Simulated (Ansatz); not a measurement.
# HF on graphene monolayer: dissociation, with H20 leaving for a neighbouring site, part 2 of 2

Wanted: the energy profile along the dissociation, with H20 leaving for a neighbouring site, from relaxed end points and a band of images. The slab cell is 3×3, 1 layer thick, and the adsorbate is set down on it by hand.

Ansatz 0.2.0; DFT PBE+D3(BJ), plane waves, PAW, scalar-relativistic, no spin polarisation. Earlier steps stand in the parts before.

## 5. The output, continued: end point B relaxed

Output, continued:

```text
preconditioner: auto → Resta (q_TF=auto, 1.968 Å⁻¹)  ε∞=1.9  [insulator: Δε(μ)=0.303 eV  Ē_g=14.429 eV  σ=0.050 eV  W_gap=1.00  n_scr=72 (ndim 8)  ℏωp=13.9 eV  f_vac=0.659  D(μ)=0.00/eV (n_scr^D=0)  ε∞_Penn≈1.9  vacuum switching on, ρ_ref=1.5e-2 e/Å³]
relax step   6: F+E_penalty+E_count = -5340.05284251 eV  Δ(F+E_penalty+E_count) = -2.787e-1 eV  max|allowed force component| = 8.009e-1 eV/Å  Δτ_max = 0.2000 Å  (6 SCF iters, dr2 threshold 5.37e-5 eV, accepted)
preconditioner: auto → Resta (q_TF=auto, 1.968 Å⁻¹)  ε∞=1.9  [insulator: Δε(μ)=0.368 eV  Ē_g=14.466 eV  σ=0.050 eV  W_gap=1.00  n_scr=72 (ndim 8)  ℏωp=13.9 eV  f_vac=0.659  D(μ)=0.00/eV (n_scr^D=0)  ε∞_Penn≈1.9  vacuum switching on, ρ_ref=1.5e-2 e/Å³]
relax step   7: F+E_penalty+E_count = -5340.17814325 eV  Δ(F+E_penalty+E_count) = -1.253e-1 eV  max|allowed force component| = 8.138e-1 eV/Å  Δτ_max = 0.1928 Å  (6 SCF iters, dr2 threshold 1.00e-4 eV, accepted)
preconditioner: auto → Resta (q_TF=auto, 1.968 Å⁻¹)  ε∞=1.9  [insulator: Δε(μ)=0.196 eV  Ē_g=14.146 eV  σ=0.050 eV  W_gap=0.99  n_scr=72 (ndim 8)  ℏωp=13.8 eV  f_vac=0.660  D(μ)=0.24/eV (n_scr^D=0)  ε∞_Penn≈1.9  vacuum switching on, ρ_ref=1.5e-2 e/Å³]
relax step   8: F+E_penalty+E_count = -5339.99070356 eV  Δ(F+E_penalty+E_count) = +1.874e-1 eV  max|allowed force component| = 2.610e0 eV/Å  Δτ_max = 0.0959 Å  (6 SCF iters, dr2 threshold 1.00e-4 eV, rejected (line search))
preconditioner: auto → Resta (q_TF=auto, 1.968 Å⁻¹)  ε∞=1.9  [insulator: Δε(μ)=0.336 eV  Ē_g=14.133 eV  σ=0.050 eV  W_gap=1.00  n_scr=72 (ndim 8)  ℏωp=13.8 eV  f_vac=0.660  D(μ)=0.00/eV (n_scr^D=0)  ε∞_Penn≈1.9  vacuum switching on, ρ_ref=1.4e-2 e/Å³]
relax step   9: F+E_penalty+E_count = -5340.23160395 eV  Δ(F+E_penalty+E_count) = -5.346e-2 eV  max|allowed force component| = 4.191e-1 eV/Å  Δτ_max = 0.0467 Å  (9 SCF iters, accepted)
preconditioner: auto → Resta (q_TF=auto, 1.968 Å⁻¹)  ε∞=1.9  [insulator: Δε(μ)=0.331 eV  Ē_g=14.174 eV  σ=0.050 eV  W_gap=1.00  n_scr=72 (ndim 8)  ℏωp=13.8 eV  f_vac=0.661  D(μ)=0.00/eV (n_scr^D=0)  ε∞_Penn≈1.9  vacuum switching on, ρ_ref=1.5e-2 e/Å³]
relax step  10: F+E_penalty+E_count = -5340.24529891 eV  Δ(F+E_penalty+E_count) = -1.369e-2 eV  max|allowed force component| = 1.211e-1 eV/Å  Δτ_max = 0.0430 Å  (5 SCF iters, dr2 threshold 4.66e-5 eV, accepted)
preconditioner: auto → Resta (q_TF=auto, 1.968 Å⁻¹)  ε∞=1.9  [insulator: Δε(μ)=0.335 eV  Ē_g=14.160 eV  σ=0.050 eV  W_gap=1.00  n_scr=72 (ndim 8)  ℏωp=13.8 eV  f_vac=0.661  D(μ)=0.00/eV (n_scr^D=0)  ε∞_Penn≈1.9  vacuum switching on, ρ_ref=1.5e-2 e/Å³]
relax step  11: F+E_penalty+E_count = -5340.24670862 eV  Δ(F+E_penalty+E_count) = -1.410e-3 eV  max|allowed force component| = 2.916e-2 eV/Å  Δτ_max = 0.0082 Å  (6 SCF iters, dr2 threshold 1.23e-6 eV, accepted)
preconditioner: auto → Resta (q_TF=auto, 1.968 Å⁻¹)  ε∞=1.9  [insulator: Δε(μ)=0.334 eV  Ē_g=14.159 eV  σ=0.050 eV  W_gap=1.00  n_scr=72 (ndim 8)  ℏωp=13.8 eV  f_vac=0.661  D(μ)=0.00/eV (n_scr^D=0)  ε∞_Penn≈1.9  vacuum switching on, ρ_ref=1.5e-2 e/Å³]
relax step  12: F+E_penalty+E_count = -5340.24670863 eV  Δ(F+E_penalty+E_count) = -1.002e-8 eV  max|allowed force component| = 2.916e-2 eV/Å  Δτ_max = 0.0000 Å  (2 SCF iters, accepted)
Free energy (F): -5340.246709 eV
Harris-Foulkes:  -5340.246709 eV  (|F-HF|=3.12e-9)
Internal energy: -5340.246708 eV  (E = F + TS)
E sigma→0 (E₀):  -5340.246709 eV
Entropy (-TS):   -0.000000 eV (-0.000 meV/atom)
Fermi energy:    -1.036822 eV
--- Per-component energies (eV) ---
  E_band       = -831.845073
[...]
  E_kinetic    = 1803.739446
  E_local      = -18559.918230  (includes V_loc(G=0)·N_el)
  E_nonlocal   = 509.009086
  E_hartree    = 8389.689362
  E_xc         = -930.458654
  E_vxc        = -1150.236051  (∫ρ·V_xc dr)
  E_paw        = -2006.562157  (= ΣΔE_a)
  E_vpaw       = -213.817062  (= ΣTr[D̂ρ^β])
  E_aug_tail   = -0.000048  (compensation charges beyond the density's cutoff)
  E_ewald      = 5455.951531
  E_disp       = -1.697043  (pairwise vdW)
  E_smearing   = -0.000000  (= −TS)
  E_closure    = -0.000000  (closes the sum)
  Σ components = -5340.246709   (vs F -5340.246709, Δ=0.00e0)
--- Forces (eV/Å), atoms counted from 1 ---
  atom   1  C      0.00950957     0.02109732    -0.00082513
  atom   2  C      0.00625126    -0.00794497    -0.00376867
  atom   3  C     -0.01668317    -0.01440934     0.00484910
  atom   4  C      0.00964000     0.00694776     0.01160336
  atom   5  C      0.02916332    -0.00860696    -0.02253466
  atom   6  C      0.00070143    -0.01364923     0.00127288
  atom   7  C     -0.00895962     0.01325311     0.00344300
  atom   8  C      0.00478676     0.00341114     0.00098037
  atom   9  C      0.00314223    -0.00111265     0.00024913
  atom  10  C      0.01119377     0.00802223    -0.00217498
  atom  11  C     -0.00166069     0.00619065    -0.00081181
  atom  12  C      0.01343755    -0.00361857     0.00154635
  atom  13  C     -0.01266167     0.00944882     0.00055246
  atom  14  C      0.00117960    -0.02363792    -0.00184314
  atom  15  C     -0.01377885    -0.02344755     0.00065345
  atom  16  C     -0.00310469     0.02348163     0.00333579
  atom  17  C     -0.00628902    -0.00114942    -0.00346281
  atom  18  C     -0.01599983    -0.00520602     0.00022893
  atom  19  F      0.00005977     0.00007145    -0.00969272
  atom  20  H     -0.00991689     0.01082783     0.01639949
  max |Σ_I F_I| component: 3.07e-5 eV/Å
--- Relaxed structure (12 steps of the walk, 11 accepted, 0 SCFs on fresh bases) ---
  F+E_penalty+E_count = -5340.24670863 eV   max|allowed force component| = 2.916e-2 eV/Å
  atoms:
    - { symbol: C, position: [-0.011811130673673311, -0.00527439623362236, 0.07587265371196696] }
    - { symbol: C, position: [0.21535141895885318, 0.10721710321852967, 0.07672585627918332] }
    - { symbol: C, position: [-0.012895347081122888, 0.32818309073293506, 0.07796187239077625] }
    - { symbol: C, position: [0.21262353381122778, 0.4401647429986284, 0.1084334485150879] }
    - { symbol: C, position: [-0.009187219962818627, 0.6618902297485465, 0.1069402695640084] }
    - { symbol: C, position: [0.217953132650485, 0.7738961771294633, 0.07873114277259666] }
    - { symbol: C, position: [0.32507199136961273, -0.003899217597580492, 0.07068762130854346] }
    - { symbol: C, position: [0.5465838099014163, 0.10626920655848535, 0.06670760276069679] }
    - { symbol: C, position: [0.3264817108744368, 0.32631268989758677, 0.08206689972440318] }
    - { symbol: C, position: [0.5455756571212831, 0.437440284700761, 0.07671242341544471] }
    - { symbol: C, position: [0.32471597112399864, 0.6658575056568811, 0.07816333362515723] }
    - { symbol: C, position: [0.5471049989168388, 0.7738325337451314, 0.06975222874237193] }
    - { symbol: C, position: [0.6576104275439206, -0.004711017567886287, 0.06622172636410849] }
    - { symbol: C, position: [0.8790888488235808, 0.10578950926495022, 0.06966363112294433] }
    - { symbol: C, position: [0.6567713552617775, 0.3278216695929395, 0.0706011150640016] }
    - { symbol: C, position: [0.8789807268453215, 0.4348306862196953, 0.07853493368489195] }
    - { symbol: C, position: [0.6580454250341643, 0.6645925685892501, 0.07590575262099425] }
    - { symbol: C, position: [0.8766536457561638, 0.7761635607606701, 0.08112386312737505] }
    - { symbol: F, position: [0.20996996338310278, 0.44241109174315557, 0.23416911979732172] }
    - { symbol: H, position: [-0.007651909658568601, 0.65973042084148, 0.20002444540812575] }
```

Run time: 63 s. Hardware: 1 thread of Arm Neoverse V2, shared host; peak memory 0.64 GiB.

Relaxation path:

| step | energy from step 1 (eV/cell) | largest force component (eV/Å) |
| --- | --- | --- |
| 1 | 0.0000 | 16.0612 |
| 2 | -2.6910 | 10.2931 |
| 3 | -4.7287 | 4.9156 |
| 4 | -5.8242 | 1.6582 |
| 5 | -6.3078 | 0.6870 |
| 6 | -6.5865 | 0.8009 |
| 7 | -6.7118 | 0.8138 |
| 8x | -6.5244 | 2.6101 |
| 9 | -6.7653 | 0.4191 |
| 10 | -6.7790 | 0.1211 |
| 11 | -6.7804 | 0.0292 |
| 12 | -6.7804 | 0.0292 |

Step 1 is the start. Step 12 solves the same geometry again. 1 step was tried and not accepted (marked x).

The atom that moved most is F19, by 0.91 Å.

## 6. The band

crystal.atoms is end A as relaxed above, and neb.final_atoms is end B. With 5 inner images the band has 7 in all.

Contents of input.yaml:

```yaml
crystal:
  lattice:
    - [7.398, 0.0, 0.0]
    - [-3.699, 6.406856, 0.0]
    - [0.0, 0.0, 12.0]
  atoms:
    - { symbol: C, position: [0.00917607, 0.00298648, 0.07779967] }
    - { symbol: C, position: [0.23119149, 0.11403386, 0.07781474] }
    - { symbol: C, position: [0.0079189, 0.33734601, 0.07813077] }
    - { symbol: C, position: [0.23284503, 0.44989352, 0.07780407] }
    - { symbol: C, position: [0.0102625, 0.67226842, 0.07783132] }
    - { symbol: C, position: [0.23019759, 0.78209956, 0.07776311] }
    - { symbol: C, position: [0.34115029, 0.00403894, 0.07777388] }
    - { symbol: C, position: [0.56572048, 0.1163538, 0.07764223] }
    - { symbol: C, position: [0.34360397, 0.3386907, 0.07778257] }
    - { symbol: C, position: [0.56350547, 0.44877806, 0.07776912] }
    - { symbol: C, position: [0.34256417, 0.66981908, 0.07772966] }
    - { symbol: C, position: [0.56452515, 0.78068303, 0.07771569] }
    - { symbol: C, position: [0.67674784, 0.00524777, 0.07764259] }
    - { symbol: C, position: [0.89667282, 0.11498476, 0.07777333] }
    - { symbol: C, position: [0.67556943, 0.33636068, 0.0777298] }
    - { symbol: C, position: [0.8976719, 0.44757505, 0.07793433] }
    - { symbol: C, position: [0.67448787, 0.67071007, 0.07779822] }
    - { symbol: C, position: [0.8990578, 0.7830416, 0.07781304] }
    - { symbol: F, position: [-0.04380801, 0.33862499, 0.33812117] }
    - { symbol: H, position: [-0.03630596, 0.34385241, 0.25996341] }
basis:
  ecutwfc: 420.0
kpoints:
  mp_grid: { grid: [2, 2, 1] }
hamiltonian:
  xc: pbe
  dispersion: d3bj
  pseudopotentials: { kind: paw, azcp: { folder: soft_1 } }
scf:
  occupations: { method: gaussian, width: 0.05 }
  lower_state_search: "off"
neb:
  images: 5
  f_tol: 0.03
  initial_path: idpp
  max_iterations: 51
  spring: 10.0
  final_atoms:
    - { symbol: C, position: [-0.01181113, -0.0052744, 0.07587265] }
    - { symbol: C, position: [0.21535142, 0.1072171, 0.07672586] }
    - { symbol: C, position: [-0.01289535, 0.32818309, 0.07796187] }
    - { symbol: C, position: [0.21262353, 0.44016474, 0.10843345] }
    - { symbol: C, position: [-0.00918722, 0.66189023, 0.10694027] }
    - { symbol: C, position: [0.21795313, 0.77389618, 0.07873114] }
    - { symbol: C, position: [0.32507199, -0.00389922, 0.07068762] }
    - { symbol: C, position: [0.54658381, 0.10626921, 0.0667076] }
    - { symbol: C, position: [0.32648171, 0.32631269, 0.0820669] }
    - { symbol: C, position: [0.54557566, 0.43744028, 0.07671242] }
    - { symbol: C, position: [0.32471597, 0.66585751, 0.07816333] }
    - { symbol: C, position: [0.547105, 0.77383253, 0.06975223] }
    - { symbol: C, position: [0.65761043, -0.00471102, 0.06622173] }
    - { symbol: C, position: [0.87908885, 0.10578951, 0.06966363] }
    - { symbol: C, position: [0.65677136, 0.32782167, 0.07060112] }
    - { symbol: C, position: [0.87898073, 0.43483069, 0.07853493] }
    - { symbol: C, position: [0.65804543, 0.66459257, 0.07590575] }
    - { symbol: C, position: [0.87665365, 0.77616356, 0.08112386] }
    - { symbol: F, position: [0.20996996, 0.44241109, 0.23416912] }
    - { symbol: H, position: [-0.00765191, 0.65973042, 0.20002445] }
  order_check: true
```

Started as:

```bash
$ ansatz run input.yaml --threads 1 --pin off --max-ram 3072MiB --backend cpu --events-out ev --progress --plain --runs-dir out
```

The program printed, cut to the lines that bear on the results:

```text
Warning: neb: disabling space-group detection — the band's intermediate images generally break the endpoint symmetry, so no spatial operation reduces the k-mesh or symmetrises the density, except that a semilocal band can use its path's symmetry ahead of convergence; time reversal is [...]
Warning: RAYON_NUM_THREADS=1 ignored (pool sized by the plan → 1); use --threads N
[...]
Pseudopotentials: kind: paw
Pseudopotential: C, paw, valence charge 4, recommended cutoff 420 eV (normal), <dir>
Pseudopotential: F, paw, valence charge 7, recommended cutoff 420 eV (normal), <dir>
[...]
NEB iter   7: max|band force component| = 8.321e-1 eV/Å  barrier→ = 2.6758 eV  barrier← = 0.4522 eV  Δτ_max = 0.2000 Å  (41 SCF iters)
[...]
NEB iter  10: max|band force component| = 5.687e-1 eV/Å  barrier→ = 2.7546 eV  barrier← = 0.5309 eV  Δτ_max = 0.1843 Å  (38 SCF iters)
[...]
NEB iter  13: max|band force component| = 1.174e0 eV/Å  barrier→ = 2.8408 eV  barrier← = 0.6172 eV  CI = image 5  Δτ_max = 0.0904 Å  (40 SCF iters)
NEB iter  14: max|band force component| = 6.394e-1 eV/Å  barrier→ = 2.8158 eV  barrier← = 0.5921 eV  CI = image 5  Δτ_max = 0.1424 Å  (39 SCF iters)
NEB iter  15: max|band force component| = 7.487e-1 eV/Å  barrier→ = 2.8033 eV  barrier← = 0.5797 eV  CI = image 5  Δτ_max = 0.0717 Å  (39 SCF iters)
```

## 7. More of the same log: band between the two ends

Output, continued, cut to the lines that bear on the results:

```text
NEB iter  16: max|band force component| = 4.376e-1 eV/Å  barrier→ = 2.7936 eV  barrier← = 0.5699 eV  CI = image 5  Δτ_max = 0.0570 Å  (38 SCF iters)
[...]
NEB iter  22: max|band force component| = 4.905e-2 eV/Å  barrier→ = 2.7843 eV  barrier← = 0.5607 eV  CI = image 5  Δτ_max = 0.0179 Å  (30 SCF iters)
[...]
    - { symbol: C, position: [0.8790428782273745, 0.4313492838659753, 0.07430079055313135] }
    - { symbol: C, position: [0.6599627871065856, 0.6604455038189442, 0.08111885605161506] }
    - { symbol: C, position: [0.8800333914232594, 0.7709483699791172, 0.08775248642362582] }
    - { symbol: F, position: [0.15848330943004507, 0.4925090688462119, 0.2574061317062345] }
    - { symbol: H, position: [0.023892567305325407, 0.6270940294677732, 0.19328181970546568] }
```

It took 17 min on 1 thread of Arm Neoverse V2, shared host; peak memory 1 GiB.

## 8. What the band shows

Images 0 and 6 are the ends. Energies count from image 0; the path length is the program's own measure over all atoms.

| image | path (Å) | energy (eV) | F19–H20 (Å) | H20 x y z (Å) | band force (eV/Å) |
| --- | --- | --- | --- | --- | --- |
| 0 | 0.000 | 0.0000 | 0.94 | -1.54 2.20 3.12 | - |
| 1 | 0.892 | -0.0002 | 0.94 | -1.90 2.68 3.10 | 0.004 |
| 2 | 1.785 | 0.0004 | 0.94 | -2.16 3.28 3.09 | 0.006 |
| 3 | 2.677 | 0.0076 | 0.94 | -1.83 3.79 3.07 | 0.002 |
| 4 | 3.569 | 0.2928 | 0.96 | -1.72 3.77 2.75 | 0.004 |
| 5* | 4.460 | 2.7843 | 1.89 | -2.14 4.02 2.32 | 0.000 |
| 6 | 5.354 | 2.2237 | 2.82 | -2.50 4.23 2.40 | - |

The star marks the climbing image.

image, energy (eV) and a bar:
```
        0      0.000 
        1      0.000 
        2      0.000 
        3      0.008 
        4      0.293 ###
        5      2.784 ##############################
        6      2.224 ########################
```

The top of the band by iteration:

| iteration | highest image above image 0 (eV) | largest band force (eV/Å) |
| --- | --- | --- |
| 1 | 4.6273 | 5.256 |
| 3 | 3.0898 | 20.889 |
| 5 | 2.7080 | 4.777 |
| 7 | 2.6758 | 0.832 |
| 9 | 2.7923 | 6.435 |
| 11 | 2.7502 | 0.547 |
| 13 | 2.8408 | 1.174 |
| 15 | 2.8033 | 0.749 |
| 17 | 2.7870 | 0.164 |
| 19 | 2.7845 | 0.047 |
| 21 | 2.7843 | 0.036 |
| 23 | 2.7843 | 0.041 |
| 24 | 2.7843 | 0.006 |

The band as a trajectory file:

```xyz
20
Lattice="7.398 0.000 0.000 -3.699 6.407 0.000 0.000 0.000 12.000" Properties=species:S:1:pos:R:3 pbc="T T T" image=0 dE=0.0000
C     0.057    0.019    0.934
C     1.289    0.731    0.934
C    -1.189    2.161    0.938
C     0.058    2.882    0.934
C    -2.411    4.307    0.934
C    -1.190    5.011    0.933
C     2.509    0.026    0.933
C     3.755    0.745    0.932
C     1.289    2.170    0.933
C     2.509    2.875    0.933
C     0.057    4.291    0.933
C     1.289    5.002    0.933
C     4.987    0.034    0.932
C     6.208    0.737    0.933
C     3.754    2.155    0.933
C     4.985    2.868    0.935
C     2.509    4.297    0.934
C     3.755    5.017    0.934
F    -1.577    2.170    4.057
H    -1.541    2.203    3.120
20
Lattice="7.398 0.000 0.000 -3.699 6.407 0.000 0.000 0.000 12.000" Properties=species:S:1:pos:R:3 pbc="T T T" image=1 dE=-0.0002
C     0.073   -0.024    0.918
C     1.317    0.695    0.919
C    -1.161    2.126    0.920
C     0.074    2.840    0.917
C    -2.382    4.259    0.918
C    -1.163    4.961    0.916
C     2.536   -0.009    0.918
C     3.771    0.704    0.918
C     1.317    2.120    0.918
C     2.536    2.825    0.918
C     0.073    4.248    0.916
C     1.317    4.967    0.918
C     5.016   -0.015    0.918
C     6.236    0.687    0.919
C     3.769    2.111    0.919
C     5.015    2.831    0.922
C     2.536    4.263    0.919
C     3.771    4.976    0.918
F    -1.860    2.730    4.040
H    -1.905    2.684    3.104
20
Lattice="7.398 0.000 0.000 -3.699 6.407 0.000 0.000 0.000 12.000" Properties=species:S:1:pos:R:3 pbc="T T T" image=2 dE=0.0004
C     0.077   -0.063    0.903
C     1.322    0.655    0.903
C    -1.141    2.076    0.902
C     0.077    2.782    0.900
C    -2.377    4.201    0.905
C    -1.142    4.913    0.902
C     2.556   -0.057    0.903
C     3.775    0.646    0.904
C     1.322    2.063    0.902
C     2.556    2.776    0.903
C     0.077    4.208    0.900
C     1.322    4.926    0.903
C     5.021   -0.073    0.904
C     6.255    0.640    0.903
C     3.774    2.071    0.905
C     5.021    2.789    0.907
C     2.556    4.214    0.903
C     3.774    4.919    0.904
F    -2.000    3.298    4.018
H    -2.156    3.276    3.093
20
Lattice="7.398 0.000 0.000 -3.699 6.407 0.000 0.000 0.000 12.000" Properties=species:S:1:pos:R:3 pbc="T T T" image=3 dE=0.0076
C     0.020   -0.099    0.894
C     1.268    0.621    0.894
C    -1.204    2.048    0.886
C     0.021    2.756    0.885
C    -2.431    4.172    0.898
C    -1.203    4.880    0.891
C     2.494   -0.086    0.894
C     3.719    0.620    0.893
C     1.268    2.036    0.892
C     2.493    2.743    0.894
C     0.021    4.172    0.886
C     1.268    4.893    0.891
C     4.967   -0.100    0.892
C     6.192    0.607    0.891
C     3.718    2.035    0.894
C     4.967    2.754    0.892
C     2.493    4.184    0.894
C     3.717    4.893    0.898
F    -1.504    3.616    3.931
H    -1.833    3.792    3.070
20
Lattice="7.398 0.000 0.000 -3.699 6.407 0.000 0.000 0.000 12.000" Properties=species:S:1:pos:R:3 pbc="T T T" image=4 dE=0.2928
C    -0.023   -0.069    0.958
C     1.224    0.651    0.955
C    -1.248    2.075    0.884
C    -0.022    2.785    0.911
C    -2.473    4.200    0.969
C    -1.244    4.912    0.905
C     2.450   -0.056    0.919
C     3.677    0.650    0.898
C     1.223    2.067    0.955
C     2.450    2.773    0.955
C    -0.019    4.203    0.884
C     1.225    4.922    0.908
C     4.924   -0.070    0.895
C     6.149    0.637    0.908
C     3.675    2.065    0.919
C     4.923    2.781    0.905
C     2.450    4.214    0.958
C     3.675    4.922    0.985
F    -1.060    3.385    3.333
H    -1.725    3.769    2.751
20
Lattice="7.398 0.000 0.000 -3.699 6.407 0.000 0.000 0.000 12.000" Properties=species:S:1:pos:R:3 pbc="T T T" image=5 dE=2.7843
C    -0.037   -0.058    0.973
C     1.210    0.666    0.973
C    -1.276    2.076    0.894
C    -0.045    2.807    1.058
C    -2.466    4.204    1.201
C    -1.231    4.946    0.892
C     2.439   -0.043    0.888
C     3.674    0.659    0.854
C     1.203    2.086    1.017
C     2.436    2.790    0.973
C    -0.028    4.238    0.894
C     1.214    4.938    0.881
C     4.906   -0.052    0.855
C     6.137    0.650    0.881
C     3.665    2.080    0.888
C     4.908    2.764    0.892
C     2.439    4.231    0.973
C     3.659    4.939    1.053
F    -0.649    3.155    3.089
H    -2.143    4.018    2.319
20
Lattice="7.398 0.000 0.000 -3.699 6.407 0.000 0.000 0.000 12.000" Properties=species:S:1:pos:R:3 pbc="T T T" image=6 dE=2.2237
C    -0.068   -0.034    0.910
C     1.197    0.687    0.921
C    -1.309    2.103    0.936
C    -0.055    2.820    1.301
C    -2.516    4.241    1.283
C    -1.250    4.958    0.945
C     2.419   -0.025    0.848
C     3.651    0.681    0.800
C     1.208    2.091    0.985
C     2.418    2.803    0.921
C    -0.061    4.266    0.938
C     1.185    4.958    0.837
C     4.882   -0.030    0.795
C     6.112    0.678    0.836
C     3.646    2.100    0.847
C     4.894    2.786    0.942
C     2.410    4.258    0.911
C     3.614    4.973    0.973
F    -0.083    2.834    2.810
H    -2.497    4.227    2.400
```

## 9. Results

What follows sums up all 2 parts.

| quantity | value |
| --- | --- |
| end A | 21 moves, 2.393 eV lower |
| end B | 9 moves, 6.780 eV lower |
| barrier forwards | 2.784 eV |
| barrier backwards | 0.561 eV |
| second end relative to first | +2.224 eV |
| highest image | 5 of 0 to 6, climbing |
| band iterations | 24 |
| lowest curvatures at the top | -4.12 and 0.82 eV/Å² |

The bond meant to break goes from 0.94 to 2.82 Å, so the piece did come off. The top lies 2.78 eV above the first end, or 108 kT at room temperature; with a typical attempt rate of 10^13 per second that is roughly 10^-34 events a second. The second end lies 2.22 eV above the first, so the way back costs 0.56 eV. The test of curvatures at the top gave "unresolved", so the point may be no simple saddle. The value is not shown to be converged in cell size (20 atoms) or k-mesh. Two pieces bound to such a sheet can leave unpaired electrons, which a run without spin can't hold, so end B may lie too high.
